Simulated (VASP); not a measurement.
# Ga in VASP: a series of runs, part 4 of 4

VASP 6.6.1. Earlier steps stand in the parts before.

### Step 5. Work function, PBE

The input, INCAR:

```
  PREC = Accurate
  ENCUT = 520
  EDIFF = 1E-6
  ISMEAR = 0
  SIGMA = 0.05
  LREAL = F
  LASPH = T
  NELM = 100
  ALGO = Fast
  ISIF = 2
  LWAVE = F
  LCHARG = T
  LDIPOL = T
  IDIPOL = 3
  DIPOL = 0.5 0.5 0.294
  GGA = PE
  LELF = T
  LVHAR = T
  LVACPOTAV = T
```

The input, KPOINTS:

```
Automatic mesh
0
Gamma
  7 7 1
```

The input, POSCAR:

```
Ga
1.0
    4.3304700000      0.0000000000      0.0000000000
   -2.1652300000      3.7503000000      0.0000000000
    0.0000000000      0.0000000000     23.8000000000
Ga
2
Direct
    0.3333300000      0.6666700000      0.2941200000
    0.6666700000      0.3333300000      0.2941200000
```

Potentials or basis: VASP PAW PBE potentials, release 64 (Ga_d).

Launch:

```console
$ cat potpaw_PBE.64/Ga_d/POTCAR > POTCAR
$ mpirun -np 1 vasp_std > vasp.out
```

OUTCAR:

```text
PREC = Accurate
   ENCUT = 520
   EDIFF = 1E-6
   ISMEAR = 0
   LREAL = F
   LASPH = T
   NELM = 100
   ISIF = 2
   GGA = PE

 ion  position               nearest neighbor table
   1  0.333  0.667  0.294-   2 2.50   2 2.50   2 2.50
   2  0.667  0.333  0.294-   1 2.50   1 2.50   1 2.50

  LATTYP: Found a hexagonal cell.
 ALAT       =     4.3304700000
 C/A-ratio  =     5.4959392399

  Lattice vectors:

 A1 = (   4.3304700000,   0.0000000000,   0.0000000000)
 A2 = (  -2.1652300000,   3.7503000000,   0.0000000000)
 A3 = (   0.0000000000,   0.0000000000,  23.8000000000)

Analysis of symmetry for initial positions (statically):
=====================================================================
 Subroutine PRICEL returns:
 Original cell was already a primitive cell.

 Routine SETGRP: Setting up the symmetry group for a
 hexagonal supercell.

 Subroutine GETGRP returns: Found  8 space group operations
 (whereof  4 operations were pure point group operations)
 out of a pool of 24 trial point group operations.

The static configuration has the point symmetry C_2v.
 The point group associated with its full space group is D_2h.

Analysis of symmetry for dynamics (positions and initial velocities):
=====================================================================
 Subroutine PRICEL returns:
 Original cell was already a primitive cell.

 Routine SETGRP: Setting up the symmetry group for a
 hexagonal supercell.

 Subroutine GETGRP returns: Found  8 space group operations
 (whereof  4 operations were pure point group operations)
 out of a pool of 24 trial point group operations.

The dynamic configuration has the point symmetry C_2v.
 The point group associated with its full space group is D_2h.

 Subroutine INISYM returns: Found  8 space group operations
 (whereof  4 operations are pure point group operations),
 and found     1 'primitive' translations

----------------------------------------------------------------------------------------

                                     Primitive cell

[... 105 lines left out ...]
   LORBIT       =      0    0 simple, 1 ext, 2 COOP (PROOUT), +10 PAW based schemes
   GGA     = PE    functional components
   LHFCALC =     F    Hartree Fock is set to
   AEXX    =    0.0000 exact exchange contribution
   IVDW    =     0    specifies the selected vdW correction
   LEPSILON=     F    determine dielectric tensor
   LRPA    =     F    only Hartree local field effects (RPA)
 non-spin polarized calculation
 RMM-DIIS sequential band-by-band and
 Gauss-broadening in eV      SIGMA  =   0.05
  energy-cutoff  :      520.00
  volume of cell :      386.53
 maximum number of plane-waves:     10440
   NGX = 17   NGY = 17   NGZ = 89

 number of electron      26.0000003 magnetization

 dipolmoment           0.000000      0.000000      0.000003 electrons x Angstroem

 Free energy of the ion-electron system (eV)
  ---------------------------------------------------
  ext. energy  EPLUGINS =         0.00000000
  ---------------------------------------------------
  free energy    TOTEN  =        -4.55890825 eV

  energy without entropy =       -4.55563001  energy(sigma->0) =       -4.55726913

 E-fermi :  -3.4278     XC(G=0):  -1.7982

 val. band max:       -3.4886046237   @ k =   0.2857   0.0000   0.0000
 cond. band min:      -3.3992602582   @ k =  -0.1429   0.2857   0.0000
 fundamental gap:      0.0893443655
 Fermi energy:        -3.4278005415

 k-point     1 :       0.0000    0.0000    0.0000
  band No.  band energies     occupation
      1     -18.2872      2.00000
      2     -18.1656      2.00000
      3     -18.1656      2.00000
      4     -18.1228      2.00000
      5     -18.1228      2.00000
      6     -17.9540      2.00000
[... 297 lines left out ...]
      4     -18.2007      2.00000
      5     -18.0893      2.00000
      6     -18.0413      2.00000
[... 9 lines left out ...]
     16       2.1303      0.00000
     17       2.7385      0.00000

------------------------ aborting loop because EDIFF is reached ----------------------------------------

  FORCE on cell =-STRESS in cart. coord.  units (eV):
  Direction    XX          YY          ZZ          XY          YZ          ZX
  --------------------------------------------------------------------------------------
  -------------------------------------------------------------------------------------
  Total       -0.1210694     -0.1207518      0.0008718      0.0002750      0.0000000      0.0000000
  in kB       -0.5018420     -0.5005256      0.0036135      0.0011400      0.0000000      0.0000000
  external PRESSURE =      -0.3329180 kB  Pullay stress =       0.0000000 kB

 VOLUME and BASIS-vectors are now :
 -----------------------------------------------------------------------------
  energy-cutoff  :      520.00
  volume of cell :      386.53
      direct lattice vectors                 reciprocal lattice vectors
     4.330470000  0.000000000  0.000000000     0.230921817  0.133322360  0.000000000
    -2.165230000  3.750300000  0.000000000     0.000000000  0.266645335  0.000000000
     0.000000000  0.000000000 23.800000000     0.000000000  0.000000000  0.042016807

 POSITION                                       TOTAL-FORCE (eV/Angst)
 -----------------------------------------------------------------------------------
     -0.00002      2.50021      7.00006         0.000109     -0.000063     -0.000000
      2.16526      1.25009      7.00006        -0.000109      0.000063      0.000000
 -----------------------------------------------------------------------------------
    total drift:                               -0.000000     -0.000000      0.000241

  FREE ENERGIE OF THE ION-ELECTRON SYSTEM (eV)
  ---------------------------------------------------
  free  energy   TOTEN  =        -4.5589082522 eV

  energy  without entropy=       -4.5556300106  energy(sigma->0) =       -4.55726913

 vacuum level on the upper side and lower side of the slab         0.963         0.963
```

OSZICAR:

```text
N       E                     dE             d eps       ncg     rms          rms(c)
DAV:   1     0.112251278365E+03    0.11225E+03   -0.11390E+04   656   0.121E+03
DAV:   2     0.176039603500E+01   -0.11049E+03   -0.10905E+03   705   0.241E+02
DAV:   3    -0.460238143920E+01   -0.63628E+01   -0.63190E+01   698   0.709E+01
[... 12 lines left out ...]
RMM:  16    -0.455885053659E+01   -0.45428E-04   -0.65826E-06   519   0.236E-02    0.197E-03
RMM:  17    -0.455889828742E+01   -0.47751E-04   -0.70457E-06   461   0.120E-02    0.622E-04
RMM:  18    -0.455890317861E+01   -0.48912E-05   -0.76003E-07   424   0.808E-03    0.534E-04
RMM:  19    -0.455890731446E+01   -0.41358E-05   -0.40245E-07   408   0.558E-03    0.169E-04
RMM:  20    -0.455890825219E+01   -0.93773E-06   -0.12474E-07   352   0.396E-03
   1 F= -.45589083E+01 E0= -.45572691E+01  d E =-.327824E-02
```

stdout:

```text
POSCAR found type information on POSCAR Ga
 POSCAR found :  1 types and       2 ions
 scaLAPACK will be used
 LDA part: xc-table for (Slater+PW92), standard interpolation
 POSCAR, INCAR and KPOINTS ok, starting setup
 FFT: planning ... GRIDC
 FFT: planning ... GRID_SOFT
 FFT: planning ... GRID
 WAVECAR not read
 entering main loop
 -----------------------------------------------------------------------------
|                                                                             |
|           W    W    AA    RRRRR   N    N  II  N    N   GGGG   !!!           |
|           W    W   A  A   R    R  NN   N  II  NN   N  G    G  !!!           |
|           W    W  A    A  R    R  N N  N  II  N N  N  G       !!!           |
|           W WW W  AAAAAA  RRRRR   N  N N  II  N  N N  G  GGG   !            |
|           WW  WW  A    A  R   R   N   NN  II  N   NN  G    G                |
|           W    W  A    A  R    R  N    N  II  N    N   GGGG   !!!           |
|                                                                             |
|     Did not find any points to average over, which means that no vacuum     |
|     field-free region was found. Please increase the size of  your cell     |
|     in the dimension of the dipole correction to obtain accurate            |
|     workfunction values.                                                    |
|                                                                             |
 -----------------------------------------------------------------------------
```

Wall time 2.5 min (1 thread of Intel Xeon Platinum 8488C (Sapphire Rapids), shared host); peak memory 0.45 GiB.

Results:

* Free energy: -4.5589 eV
* Band gap on the k mesh: none (metal or under the smearing width)
* Work function of the upper face: 4.39 eV
* Work function of the lower face: 4.39 eV

Levels at points of the mesh, in eV from the Fermi level:
| k point | band 10 | band 11 | band 12 | band 13 | band 14 | band 15 | band 16 | band 17 |
| --- | --- | --- | --- | --- | --- | --- | --- | --- |
| (0.00, 0.00, 0.00) | -14.52 | -8.17 | -0.88 | 1.28 | 1.28 | 1.64 | 3.48 | 4.23 |

### Step 6. For comparison

An earlier run on the cell as given: functional PBE; potentials or basis VASP PAW PBE potentials, release 64 (Ga_d); cutoff 520 eV; k mesh 7 × 7 × 1; occupations fermi-dirac, width 0.05 eV; no spin polarisation.

- Band gap on the k mesh: none (metal or under the smearing width)

### Step 7. The runs side by side

```csv
task,smearing,other keys,gap on the mesh (eV)
work function,fermi-dirac 0.05 eV,-,none
work function,fermi-dirac 0.05 eV,PREC = Normal,none
work function,gaussian 0.05 eV,-,none
single point,fermi-dirac 0.05 eV,-,none
```

Alike in all rows: level PBE; potentials or basis VASP PAW PBE potentials, release 64 (Ga_d); no spin polarisation; cell as given; k mesh 7 × 7 × 1; cutoff (eV) 520.

Absolute energies hang on the potentials; compare differences alone.
